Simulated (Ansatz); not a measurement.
## Fe2Ge under changes of volume

One of the cells (13.144 Å³/atom); the others are scaled copies at fixed shape and fractional positions:

```xyz
3
Lattice="4.1636 0.0000 0.0000 -2.0818 3.6058 0.0000 0.0000 0.0000 2.6265" Properties=species:S:1:pos:R:3 pbc="T T T"
Ge    0.0000    0.0000    0.0000
Fe    0.0000    2.4039    1.3132
Fe    2.0818    1.2019    1.3132
```

The cell comes from a database or a generator and needn't be the stable form of this composition.

* Program: Ansatz 0.2.0
* Functional: r2SCAN
* Potentials or basis: Ansatz PAW
* Cutoff: 500 eV (not typed: the program's choice for these potentials)
* k mesh: 7 × 7 × 10
* Occupations: fermi-dirac, width 0.05 eV
* Spin: collinear spin, ferromagnetic start
* Starting moments: [0.0, 3.0, 3.0] μB

```csv
volume (Å³/atom),energy over the lowest point (meV/atom),pressure (GPa),moment (μB per cell)
12.355,23.26,9.9,5.38
12.618,10.19,6.2,5.42
12.881,?,?,?
13.144,0.00,0.2,5.53
13.407,1.84,-2.5,5.55
13.670,8.07,-5.0,5.58
13.933,18.14,-7.1,5.61
```

Question: What does the run at 12.881 Å³/atom give?

Answer: Energy over the lowest point 2.80 meV/atom; pressure 3.0 GPa; moment 5.47 μB per cell.

Worked out: A Birch-Murnaghan fit of order 3 (a polynomial in V^(-2/3)) to the other rows has its minimum at 13.16 Å³/atom with B0 = V·E''(V) = 139 GPa and B' = 3.1 at fixed shape and positions, which overstates the stiffness. It gives 2.59 meV/atom at 12.881 Å³/atom, against the run's 2.80, and -dE/dV = 3.1 GPa, against 3.0. A parabola through the other rows of the moment, of slope 0.17 μB per Å³/atom there, gives 5.48 μB, against the run's 5.47.

Energies are extrapolated to zero smearing.

Caveats: the magnetic or orbital state may not be the lowest; the PAW data sets come from PBE, with cores solved anew for the run's functional, which leaves a small shift of forces and pressure.
